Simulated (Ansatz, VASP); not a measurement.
**CdS: VASP beside Ansatz**

Contents of INCAR:

```
ALGO = Normal ; EDIFF = 1E-7
ENCUT = 520 ; GGA = PE
ISIF = 2 ; ISMEAR = -1
LASPH = True ; LCHARG = False
LREAL = False ; LWAVE = False
NBANDS = 16 ; NELM = 60
PREC = Accurate ; SIGMA = 0.05
```

Contents of KPOINTS:

```
k-points
0
Gamma
  8 8 8
```

The input POSCAR:

```
CdS
1.0
    0.0000000000      2.7160334386      2.7160334386
    2.7160334386      0.0000000000      2.7160334386
    2.7160334386      2.7160334386      0.0000000000
Cd S
1 1
Direct
    0.0000000000      0.0000000000      0.0000000000
    0.5000000000      0.5000000000      0.5000000000
```

The input input.yaml:

```yaml
crystal:
  lattice:
    - [0.0, 2.7160334386, 2.7160334386]
    - [2.7160334386, 0.0, 2.7160334386]
    - [2.7160334386, 2.7160334386, 0.0]
  atoms:
    - { symbol: Cd, position: [0.0, 0.0, 0.0] }
    - { symbol: S, position: [0.5, 0.5, 0.5] }
hamiltonian:
  xc: pbe
  pseudopotentials: { kind: paw }
kpoints:
  mp_grid: { grid: [8, 8, 8] }
scf:
  occupations: { method: fermi_dirac, width: 0.05 }
output:
  forces: true
  stress: true
  eigenvalues: true
  write_density: true
  write_potential: true
  elf: true
  volumetric_format: npy
```

Change from the starting cell: volume scaled by 0.96.

Alike in both runs: task single point; functional PBE; k mesh 8 × 8 × 8; occupations fermi-dirac, width 0.05 eV; no spin polarisation.

|  | VASP | Ansatz |
| --- | --- | --- |
| version | VASP 6.6.1 | Ansatz 0.2.0 |
| potentials or method | VASP PAW PBE potentials, release 64 (Cd, S) | Ansatz PAW |
| plane-wave cutoff (eV) | 520 | 420 |
| valence electrons in the cell | 18 | 26 |

Ansatz gave:

| Quantity | Value |
| --- | --- |
| gap on the k mesh at the Fermi level (eV) | 0.26 |
| least direct gap on the mesh (eV) | 1.83 |
| pressure (GPa) | 2.7 |

Question: Estimate VASP's values.

Answer: gap on the k mesh at the Fermi level (eV): 0.25; least direct gap on the mesh (eV): 1.80; pressure (GPa): 3.2.

With one functional, cell and mesh, what is left measures potentials, basis and numerics. The two sets of potentials don't hold the same shells in valence.

A k mesh can miss the band edges.
